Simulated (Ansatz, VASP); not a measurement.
## ZnSe in VASP and in Ansatz

```
Zn Se
1.0
     0.00000    2.78377    2.78377
     2.78377    0.00000    2.78377
     2.78377    2.78377    0.00000
Zn Se
1 1
Direct
  0.00000 0.00000 0.00000
  0.75000 0.75000 0.75000
```

Alike in both runs: functional LDA; k mesh 8 × 8 × 8; no spin polarisation.

Ansatz relaxed the structure, and its values are those at the end. VASP's run is a single point on that final structure, the one shown.

|  | VASP | Ansatz |
| --- | --- | --- |
| version | VASP 6.6.1 | Ansatz 0.2.0 |
| potentials or method | VASP PAW LDA potentials, release 64 (Zn, Se) | scalar-relativistic, plane waves, PAW |
| plane-wave cutoff (eV) | 520 | 420 |
| occupations | gaussian, width 0.01 eV | fixed |
| valence electrons in the cell | 18 | 28 |

Ansatz gave:

* gap on the k mesh at the Fermi level (eV): 1.25
* least direct gap on the mesh (eV): 1.25
* pressure (GPa): 0.0

Question: Which values does VASP return?

Answer: gap on the k mesh at the Fermi level (eV): 1.29; least direct gap on the mesh (eV): 1.29; pressure (GPa): 0.4.

The two sets of potentials don't hold the same shells in valence.
